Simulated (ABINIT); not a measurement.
**Nb in ABINIT: the effect of potentials**

Nb:

```
Nb
1.0
    -1.66395    1.66395    1.66395
     1.66395   -1.66395    1.66395
     1.66395    1.66395   -1.66395
Nb
1
Direct
  0.00000 0.00000 0.00000
```

Alike in all runs:

* Program: ABINIT 10.8.3 (patched build)
* Task: single point
* Functional: r2SCAN
* k mesh: 11 × 11 × 11
* Occupations: fermi-dirac, width 0.05 eV
* Spin: no spin polarisation

```csv
potentials,cutoff,pressure (GPa)
"Ansatz PAW PBE default generated set, frozen core",490 eV,-3.3
JTH PAW PBE v2.0,517 eV,-3.6
Ansatz NC r2SCAN,1333 eV,-3.2
SG15 NC PBE v1.2,1333 eV,-3.3
PseudoDojo NC SR PBE v0.4.1 standard,1333 eV,?
```

Q: What does the run with potentials PseudoDojo NC SR PBE v0.4.1 standard give?

A: Pressure -5.1 GPa.

Caveats: the PAW data sets were made with another functional, which shifts forces and pressure a little (some runs); the potentials were made for another functional, which shifts forces and pressure (some runs); a meta-GGA on potentials with a model core is unreliable (some runs).
